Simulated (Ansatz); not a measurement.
## A hole started on a pair of O atoms pulled together in HfO2 (P2_1/c)

Aim: find out whether an added hole stays on a pair of O atoms pulled together in HfO2 (P2_1/c) by distorting the lattice there, how its energy compares with the band edge, and how the answer depends on the level of theory. The model is a cell of 96 host atoms.

Main program and level: Ansatz 0.2.0; plane-wave PAW DFT, PBE0 form with 0.202 exact exchange; relaxation of all atoms of a supercell at fixed charge in a uniform background.

In doubt: the hybrid run may have settled on a false gap or state (step 2), so the values of those runs are not to be relied on.

## (1) Set-up

The cell holds 96 atoms: 32 Hf and 64 O. Its edges and angles: a = 10.191 Å, b = 10.354 Å, c = 10.541 Å, α = 90.0°, β = 99.6°, γ = 90.0°. It derives from HfO2 (space group P2_1/c). Nearest the centre at fractional (0.656, 0.605, 0.465): O84 at 1.08 Å, O91 at 1.08 Å, Hf73 at 1.72 Å, Hf88 at 1.74 Å, O53 at 2.52 Å, O78 at 2.66 Å, Hf50 at 2.67 Å, O93 at 2.74 Å. The cell carries charge +1.

Known beforehand: the electronic dielectric constant, principal values (4.69, 5.06, 5.10), and the static one, principal values (14.94, 18.82, 20.95), computed on the host (DFPT, PBEsol).

The cell's shortest repeat is 10.2 Å.

The centre named in tables marks the trial (a pair of O atoms pulled together), and distances without another origin count from it. The distances above are those of the displaced start.

## (2) Relaxation with the hole, PBE0 (α = 0.202)

A share of exact exchange removes much of the self-interaction that would spread the carrier over the cell. Its share α is set to 1/ε∞ of the host. A carrier doesn't trap itself from the perfect lattice, where equivalent sites compete, so the atoms around the trial site start displaced and the spin starts there. The total moment is locked to that of one carrier.

qp1_M1_trap.hrelax/input.yaml reads:

```yaml
crystal:
  lattice:
    - [10.19133003, 0.0, -0.00380784]
    - [0.0, 10.35404655, 0.0]
    - [-1.7567397, 0.0, 10.39395736]
  atoms:
    - { symbol: Hf, position: [0.138573, 0.228522, 0.354089] }
    - { symbol: Hf, position: [0.361427, 0.478522, 0.395911] }
[... 2 atom lines left out ...]
    - { symbol: O, position: [0.223567, 0.370909, 0.489995] }
[... 4 atom lines left out ...]
    - { symbol: O, position: [0.464384, 0.418665, 0.079556] }
    - { symbol: O, position: [0.464384, 0.331335, 0.329556] }
[... 10 atom lines left out ...]
    - { symbol: O, position: [0.464384, 0.418665, 0.579556] }
[... 3 atom lines left out ...]
    - { symbol: Hf, position: [0.361427, 0.978522, 0.395911] }
    - { symbol: Hf, position: [0.361427, 0.771478, 0.145911] }
[... 2 atom lines left out ...]
    - { symbol: O, position: [0.276433, 0.620909, 0.260005] }
[... 4 atom lines left out ...]
    - { symbol: O, position: [0.464384, 0.831335, 0.329556] }
    - { symbol: O, position: [0.035616, 0.581335, 0.420444] }
[... 2 atom lines left out ...]
    - { symbol: Hf, position: [0.361427, 0.771478, 0.645911] }
    - { symbol: Hf, position: [0.138573, 0.521478, 0.604089] }
[... 2 atom lines left out ...]
    - { symbol: O, position: [0.276433, 0.629091, 0.510005] }
[... 1 atom line left out ...]
    - { symbol: O, position: [0.035616, 0.668665, 0.670444] }
    - { symbol: O, position: [0.464384, 0.918665, 0.579556] }
[... 2 atom lines left out ...]
    - { symbol: Hf, position: [0.638573, 0.228522, 0.354089] }
    - { symbol: Hf, position: [0.861427, 0.478522, 0.395911] }
[... 2 atom lines left out ...]
    - { symbol: O, position: [0.723567, 0.370909, 0.489995] }
[... 2 atom lines left out ...]
    - { symbol: O, position: [0.723567, 0.379091, 0.239995] }
[... 2 atom lines left out ...]
    - { symbol: O, position: [0.964384, 0.331335, 0.329556] }
    - { symbol: O, position: [0.535616, 0.081335, 0.420444] }
[... 1 atom line left out ...]
    - { symbol: Hf, position: [0.861427, 0.478522, 0.895911] }
    - { symbol: Hf, position: [0.861427, 0.271478, 0.645911] }
    - { symbol: Hf, position: [0.638573, 0.021478, 0.604089] }
[... 2 atom lines left out ...]
    - { symbol: O, position: [0.776433, 0.129091, 0.510005] }
    - { symbol: O, position: [0.723567, 0.379091, 0.739995] }
[... 1 atom line left out ...]
    - { symbol: O, position: [0.964384, 0.418665, 0.579556] }
[... 2 atom lines left out ...]
    - { symbol: Hf, position: [0.638573, 0.728522, 0.354089] }
    - { symbol: Hf, position: [0.861427, 0.978522, 0.395911] }
    - { symbol: Hf, position: [0.861427, 0.771478, 0.145911] }
    - { symbol: Hf, position: [0.638573, 0.521478, 0.104089] }
    - { symbol: O, position: [0.723567, 0.870909, 0.489995] }
    - { symbol: O, position: [0.776433, 0.620909, 0.260005] }
[... 1 atom line left out ...]
    - { symbol: O, position: [0.723567, 0.879091, 0.239995] }
    - { symbol: O, position: [0.535616, 0.668665, 0.170444] }
[... 1 atom line left out ...]
    - { symbol: O, position: [0.964384, 0.831335, 0.329556] }
    - { symbol: O, position: [0.553524, 0.584618, 0.426993], spin: 0.5 }
    - { symbol: Hf, position: [0.638573, 0.728522, 0.854089] }
[... 1 atom line left out ...]
    - { symbol: Hf, position: [0.861427, 0.771478, 0.645911] }
    - { symbol: Hf, position: [0.638573, 0.521478, 0.604089] }
[... 1 atom line left out ...]
    - { symbol: O, position: [0.776433, 0.620909, 0.760005] }
    - { symbol: O, position: [0.758526, 0.625807, 0.503456], spin: 0.5 }
    - { symbol: O, position: [0.723567, 0.879091, 0.739995] }
    - { symbol: O, position: [0.535616, 0.668665, 0.670444] }
    - { symbol: O, position: [0.964384, 0.918665, 0.579556] }
[... 1 atom line left out ...]
    - { symbol: O, position: [0.535616, 0.581335, 0.920444] }
  host:
    repeats: [2, 2, 2]
    atoms:
      - { symbol: Hf, position: [0.277146, 0.457045, 0.708178] }
      - { symbol: Hf, position: [0.722854, 0.957045, 0.791822] }
      # ... 10 more atoms of the perfect host
total_charge: 1
basis:
  ecutwfc: 420
  xc_grid: 2
hamiltonian:
  xc: { preset: pbe0, exx: 0.202 }
kpoints:
  mp_grid: { grid: [1, 1, 1] }
magnetization:
  spin_polarized: true
  initial_magnetization: 1
  spin_locking: { lock_magnetization: hard }
scf:
  occupations: { method: fixed }
  max_iter: 100
output:
  forces: true
  charged_corrections:
    epsilon: [[5.04, 0.0, 0.14], [0.0, 5.06, 0.0], [0.14, 0.0, 4.75]]
    static_epsilon: [[20.63, 0.0, 1.36], [0.0, 18.82, 0.0], [1.36, 0.0, 15.26]]
    defect_position: [0.656025, 0.605213, 0.465225]
relax:
  f_tol: 0.03
  max_steps: 45
  random_displacement: { amplitude: 0.02, seed: 8205 }
checkpoint:
  write: "../qp1_M1_trap.hrelax.run"
  compress: false
  write_wavefunctions: true
  write_every: 100000
```

Launch:

```console
> ansatz run input.yaml --threads 32 --pin off --max-ram 84787MiB --backend cuda --events-out ev --progress --plain --runs-dir out --max-vram 78GiB
```

Numbers of over 12 decimals in the logs are rounded to 6 here.

The program printed:

```text
[... repeated set-up lines and file paths are left out, and long positions are rounded to six places ...]
Engine: ansatz 0.2.0, aarch64-unknown-linux-gnu
Pseudopotentials: kind: paw
Pseudopotential: Hf, paw, valence charge 26, recommended cutoff 420 eV (normal), Hf.paw.azcp
Pseudopotential: O, paw, valence charge 6, recommended cutoff 420 eV (normal), O.paw.azcp
Functional definition: unnamed
  parameter a_1 = 0.202
  exchange = (1 - a_1)*pbe_x + a_1*exact_x
  correlation = pbe_c
davidson cushion auto → on  (no smearing: the cushion is to keep the highest requested band from converging to the state above it; pin scf.eigensolver.cushion to override)
[...]
Crystal: 96 atoms, lattice volume = 1096.717 Å³
Basis set: ecut = 420 eV, 21483 PW (Γ), exchange–correlation on 144×144×144 points (8 copies of the dense FFT grid, shifted against one another)
Bands: 730, of which v1, the nominal top of the filled ones, is band 608 counted from 1 (607 counted from 0)
Symmetry: 1 space group operations
k-points: 1
Non-local potential: Hf, projectors of the file, l = 0: 3, l = 1: 2, l = 2: 2, l = 3: 3
Non-local potential: O, projectors of the file, l = 0: 2, l = 1: 2, l = 2: 1
PAW form: soft (Blöchl's): semilocal exchange-correlation on the pseudo side does not see the compensation charge
PAW frozen core: Hf, regenerated for the run's functional, and the local potential with it (the file was generated under x = pbe(κ = 0.804, μ = 0.219515), c = pbe(β = 0.066725))
PAW frozen core: O, regenerated for the run's functional, and the local potential with it (the file was generated under x = pbe(κ = 0.804, μ = 0.219515), c = pbe(β = 0.066725))
PAW one-centre angular grid: Hf, 590 points (default); XC on 64 Gauss nodes
PAW one-centre angular grid: O, 110 points (default); XC on 64 Gauss nodes
Initial density: superposition of atomic densities (chi_scale 0.1, normalization cell, long waves kept (reshape's long-wave potential 0.04 eV rms))
Starting moments: Σ|m| = 1 μB on 2 of 96 sites
Initial wavefunctions: pseudopotential atomic-orbital guess
[...]
Functional: x = pbe(κ = 0.804, μ = 0.219515), c = pbe(β = 0.066725), warm-up for x = 0.798 pbe(κ = 0.804, μ = 0.219515) + 0.202 exact, c = pbe(β = 0.066725)
iter 1 solved again at ethr=5.76e-3 eV; its pass at ethr=1.00e-1 eV (dr2=7.00e1 eV) is discarded
SCF iter   1: F=—  HF=-539608.310429 eV  |Δ(HF+E_count)|=         —  Δρ=4.33e-2 (↑4.26e-2 ↓4.33e-2)  dr2=7.19e1  dr2_m=3.09e-1  M=1.000 μB ∫|m|=1.223 μB  Hψ=9391  reapply=2
preconditioner: auto → none  [insulator: Δε(μ)=0.101 eV  Ē_g=18.966 eV  n_scr=410 (ndim 8)  ℏωp=38.0 eV  f_vac=0.007]
SCF iter   2: F=—  HF=-539588.447965 eV  |Δ(HF+E_count)|=    1.99e1  Δρ=2.37e-2 (↑2.37e-2 ↓2.36e-2)  dr2=1.81e1  dr2_m=1.38e-1  M=1.000 μB ∫|m|=1.167 μB  Hψ=3459
[...]
SCF iter  20: F=-539585.973123 eV  HF=-539585.973123 eV  |Δ(HF+E_count)|=   1.61e-8  Δρ=2.67e-6 (↑2.63e-6 ↓2.67e-6)  dr2=5.05e-8  dr2_m=5.14e-8  M=1.000 μB ∫|m|=1.232 μB  Hψ=3224
SCF 1 converged in 20 iterations: F = -539585.973123 eV  dr2 = 5.05e-8
  greatest PAW one-centre occupation: 0.999 electrons in one spin orbital (limit 2), on the Hf atom at site 87 (counted from 0), in its partial waves of l = 0
the semilocal start has a gap of 0.071 eV: under exact exchange another state, often on complex orbitals, can lie lower than the one that it leads to. A single point with scf.lower_state_search: full and scf.eigensolver.gamma_real: false can look for it
[...]
Starting moments: Σ|m| = 1 μB on 2 of 96 sites; this step starts from the density that it was given
[...]
Exchange kernel: α = 0.2020, full range, Wigner–Seitz truncation, v(0) = 3648.9345 eV·Å³, q-mesh 1×1×1, nearest image of the exchange supercell L = 10.19 Å, pair-density grid 50×50×50, without the augmentation charges, whose exchange is taken in its separable [...]
Frozen-core exchange: fock
[...]
SCF 2 stopped early in 7 iterations: F = -539534.419164 eV  dr2 = 7.26e-5
[...]
hybrid outer 1: dexx = +4.203e-1 eV, tail = 7.79e-3 eV
[...]
SCF 5 converged in 8 iterations: F = -539534.403591 eV  dr2 = 1.09e-9
[...]
relax step   1: F+E_penalty+E_count = -539534.40359110 eV  Δ(F+E_penalty+E_count) = +0.000e0 eV  max|allowed force component| = 4.850e0 eV/Å  Δτ_max = 0.0000 Å  (54 SCF iters, accepted)
[...]
hybrid outer 3: dexx = +5.566e-5 eV, tail = 3.89e-6 eV, Δε = 4.61e-3 eV (about 9.82e-4 eV left of the loop's levels), ΔF = 7.50e-2 eV/Å (tail 3.37e-2)
[...]
hybrid outer 2: dexx = +1.761e-3 eV, tail = 2.76e-4 eV, Δε = 2.40e-2 eV (about 9.13e-3 eV left of the loop's levels), ΔF = 1.50e0 eV/Å (tail 8.57e-1)
[...]
hybrid outer 1: dexx = +1.040e1 eV, tail = 3.72e-1 eV
[...]
hybrid outer 3: dexx = +3.741e-6 eV, tail = 8.08e-8 eV, Δε = 6.95e-4 eV (about 2.99e-5 eV left of the loop's levels), ΔF = 4.11e-2 eV/Å (tail 1.70e-2)
[...]
hybrid outer 1: dexx = +3.966e-1 eV, tail = 5.65e-3 eV
[...]
hybrid outer 3: dexx = +5.619e-5 eV, tail = 1.88e-6 eV, Δε = 2.26e-3 eV (about 5.32e-4 eV left of the loop's levels), ΔF = 1.14e-2 eV/Å (tail 7.94e-2)
[...]
hybrid outer 1: dexx = +1.865e0 eV, tail = 2.13e-2 eV
[...]
SCF 24 converged in 2 iterations: F = -539535.559843 eV  dr2 = 4.38e-10
[...]
hybrid outer 2: dexx = +3.205e-5 eV, tail = 4.62e-6 eV, Δε = 5.80e-3 eV (about 4.12e-4 eV left of the loop's levels), ΔF = 9.54e-2 eV/Å (tail 1.23e-1)
[...]
SCF iter   5: F=-539535.577979 eV  HF=-539535.577979 eV  |Δ(HF+E_count)|=  1.16e-10  Δρ=2.48e-7 (↑2.48e-7 ↓1.12e-7)  dr2=8.50e-10  dr2_m=2.41e-10  M=1.000 μB ∫|m|=1.411 μB sched 1.00e-12)  Hψ=3304
SCF 27 converged in 5 iterations: F = -539535.577979 eV  dr2 = 8.50e-10
[...]
hybrid outer 3: dexx = +7.181e-8 eV, tail = 4.16e-9 eV, Δε = 1.07e-4 eV (about 6.42e-6 eV left of the loop's levels), ΔF = 5.11e-3 eV/Å (tail 3.42e-3)
the filled states extend beyond the cell (their overlap across the Brillouin zone is 0.001, against 0 in a metal and nearly 1 for localised states). With one k-point a hybrid's gap, moments and forces can then be wrong. [...]
[...]
relax step   7: F+E_penalty+E_count = -539535.57797890 eV  Δ(F+E_penalty+E_count) = -8.894e-3 eV  max|allowed force component| = 1.369e-2 eV/Å  Δτ_max = 0.0148 Å  (13 SCF iters, accepted)
hybrid SCF converged: 3 outer / 13 inner (+0 warm-up), last move |dexx| = 7.18e-8 eV, tail = 4.16e-9 eV
Magnetization: 1.0000 μB (608.0000 up, 607.0000 down)
Absolute magnetization: 1.4171 μB (∫|ρ↑−ρ↓|, with the PAW one-centre terms)
Spin contamination: 0.0060 ħ² per cell (⟨S²⟩ above its minimum at these occupations)
Per-site moments (μB) at R_I (Å): [(-8.329366003884035e-5, 0.840676), (-0.00300822, 0.845573), (-0.00300448, 0.845607), [... 6 left out ...]
Free energy (F): -539535.577979 eV
Harris-Foulkes:  -539535.577979 eV  (|F-HF|=6.98e-10)
Internal energy: -539535.577979 eV  (E = F + TS)
E sigma→0 (E₀):  -539535.577979 eV
Fermi energy:    13.103010 (↑ 13.103010, ↓ 13.096264) eV
--- Per-component energies (eV) ---
  E_band       = -2646.256996
  E_kinetic    = 24674.053797
  E_local      = -195652.000502  (includes V_loc(G=0)·N_el)
  E_nonlocal   = -37126.132162
  E_hartree    = 89544.568856
  E_xc         = -11632.160500
  E_vxc        = -11830.725715  (∫ρ·V_xc dr)
  E_exx        = -4403.274515  (= α·E_x^exact, valence–valence)
  E_paw        = -229672.726638  (= ΣΔE_a)
  E_vpaw       = 47005.801016  (= ΣTr[D̂ρ^β])
  E_aug_tail   = 0.157916  (compensation charges beyond the density's cutoff)
  E_ewald      = -175295.791866
  E_core_change = 27.727639  (= ΣΔE_core)
  E_smearing   = -0.000000  (= −TS)
  E_closure    = -0.000003  (closes the sum)
  E_deformation_potential = 23.568884  (in the stress; not in F)
  Σ components = -539535.577979   (vs F -539535.577979, Δ=0.00e0)
--- Forces (eV/Å), atoms counted from 1 ---
  atom   1  Hf    -0.00565627     0.00100082     0.00299210
  atom   2  Hf     0.00412642     0.00924610    -0.00013312
  [... 4 atoms left out ...]
  [... 90 more lines of this table ...]
  max |Σ_I F_I| component: 8.50e-5 eV/Å
--- Charged-cell corrections in eV (Makov–Payne, q = +1.000 e, ε = [[20.630, 0.000, 1.360], [0.000, 18.820, 0.000], [1.360, 0.000, 15.260]]) ---
  F (periodic)     = -539535.577979  (uncorrected; the corrections below are reported, never added to it)
  E_corr1          = +0.108985  (monopole, q²α_M/2ε̄L, of the cell on which ε is isotropic)
  F Makov-Payne    = -539535.468993  (F + E_corr1; no measured alignment; for a localised charge, not one spread in a band: unchecked)
  no potential alignment in this run, which stands beside a crystal: run the host's input off ansatz write-host-input, and read the two finished runs by ansatz place-levels (neither reads a slab, a wire or a sheet, whose cell leaves a vacuum)
--- Band table (eV) ---
  k-point 0 ↑: bands = ["-49.3111", "-49.3051", "-49.3050", "-49.3031", "-49.3029", "-49.3025", "-49.3023", "-49.3012", "-49.2956", [... rest cut ...]
  k-point 0 ↓: bands = ["-49.3152", "-49.3093", "-49.3092", "-49.3072", "-49.3071", "-49.3067", "-49.3065", "-49.3053", "-49.2998", [... rest cut ...]
  guard bands above this table: 67 of the run's 730 bands. The solve was not asked for them (output.publish_guard_bands: true or output.eigenvalues: true publishes all)
--- Relaxed structure (7 steps of the walk, 5 accepted, 0 SCFs on fresh bases) ---
  F+E_penalty+E_count = -539535.57797890 eV   max|allowed force component| = 1.369e-2 eV/Å
  atoms:
    - { symbol: Hf, position: [0.137736, 0.228869, 0.354438] }
    - { symbol: Hf, position: [0.360315, 0.479337, 0.396431] }
    [... 4 atoms left out ...]
  [... 90 more lines of this table ...]
```

Run time: 98 s. Hardware: 1 × NVIDIA GB200 with 32 threads of Arm Neoverse V2, shared host; peak memory 2.8 GiB.

Relaxation path:

```csv
step,energy less that of the first step (eV),largest force component (eV/Å)
1,0.0000,4.8495
2,-0.9741,0.9539
3,-1.1138,0.2750
4,-0.7750,1.0421
5,-1.1655,0.1350
6,-1.1563,0.1901
7,-1.1744,0.0137
```

Relaxation steps 4, 6 were tried and not accepted.

The atoms that moved most (Å, from the sites as typed, ahead of the random displacement, the mean shift of all atoms taken out):

```csv
atom,dx,dy,dz,length
O84,-0.189,-0.005,-0.055,0.197
O91,0.168,0.035,0.060,0.181
O81,-0.019,-0.030,0.013,0.038
O22,0.019,-0.030,-0.014,0.038
O57,-0.019,-0.030,0.013,0.038
O72,-0.019,0.030,0.013,0.038
O93,-0.019,-0.030,0.013,0.038
O69,-0.019,-0.030,0.013,0.038
```

The moves above count from the input, in which the atoms at the trial site were already displaced.

The atoms nearest to the centre after the run:

```csv
atom,distance (Å)
O91,1.257
O84,1.270
Hf73,1.730
Hf88,1.738
O53,2.522
O78,2.668
Hf50,2.680
O93,2.754
```

The sizes of the moments in the atoms' spheres add to about 1.1 μB, shared by about 18 atoms in effect: the carrier has spread out.

## (3) The states that it is compared with

Its energy has a meaning only beside the cell without the carrier and the carrier left in the undistorted cell, under the same functional.

Times on 1 × NVIDIA GB200 with 32 threads of Arm Neoverse V2, shared host:

```csv
charge,start,kind,largest moment on one atom (μB),time
0,ideal sites,relaxation,-,34 s
+1,the relaxed neutral cell,"single point, state in doubt",0.03,23 s
```

(Continued in part 2 of 2.)

[Logs are printed without paths, hosts, clocks, repeated set-up lines and the standing remarks that a program may print on its own settings, such as how far it seeks lower states.]

[Hosts, paths, dates, database ids (printed as entryN), source tags and the programs' standing remarks are cut or masked in the printed files.]

[For some hosts the program warned that the k-mesh of the response run may be too coarse for force constants and the static dielectric constant; such warnings are not shown here.]
